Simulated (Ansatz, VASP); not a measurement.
## Two plane-wave programs on Cu

File INCAR:

```
SYSTEM = Cu
ALGO = Fast ; EDIFF = 1E-7
ENCUT = 520 ; GGA = PS
ISIF = 2 ; ISMEAR = 0
LASPH = .True. ; LCHARG = .False.
LREAL = .False. ; LWAVE = .False.
NBANDS = 18 ; NELM = 60
PREC = Accurate ; SIGMA = 0.15
```

The input KPOINTS:

```
k-points
0
Gamma
  24 24 12
  0 0 0
```

File POSCAR:

```
Cu
1.0
    2.5340966698      0.0000000000      0.0000000000
   -1.2670483349      2.1945920917      0.0000000000
    0.0000000000      0.0000000000      4.1948224200
Cu
2
Direct
    0.3333333333      0.6666666667      0.2500000000
    0.6666666667      0.3333333333      0.7500000000
```

Input for Ansatz:

```yaml
crystal:
  lattice:
    - [2.5340966698, 0.0, 0.0]
    - [-1.2670483349, 2.1945920917, 0.0]
    - [0.0, 0.0, 4.19482242]
  atoms:
    - { symbol: Cu, position: [0.3333333333, 0.6666666667, 0.25] }
    - { symbol: Cu, position: [0.6666666667, 0.3333333333, 0.75] }
basis:
  ecutwfc: 420
kpoints:
  mp_grid: { grid: [24, 24, 12] }
hamiltonian:
  xc: pbesol
scf:
  occupations: { method: gaussian, width: 0.15 }
output:
  forces: true
  stress: true
  eigenvalues: true
```

Change from the starting cell: strain +0.0200 x Voigt [0, 0, 1, 0, 0, 0], atoms carried along.

Alike in both runs: task single point; functional PBEsol; k mesh 24 × 24 × 12; occupations gaussian, width 0.15 eV; no spin polarisation.

|  | VASP | Ansatz |
| --- | --- | --- |
| version | VASP 6.6.1 | Ansatz 0.2.0 |
| potentials or method | VASP PAW PBE potentials, release 64 (Cu) | scalar-relativistic, plane waves, PAW |
| plane-wave cutoff (eV) | 520 | 420 |
| valence electrons in the cell | 22 | 38 |

|  | VASP | Ansatz | Ansatz less VASP |
| --- | --- | --- | --- |
| gap on the k mesh at the Fermi level (eV) | none | none | - |
| pressure (GPa) | -3.8 | -4.6 | -0.72 |
| largest component of the traceless stress (GPa) | 1.15 | 1.14 | -0.013 |

A gap of «none» marks a metal or a gap that the smearing closes. The two sets of potentials don't hold the same shells in valence.

Caveats: the PAW data sets were made with another functional, which shifts forces and pressure a little (VASP).
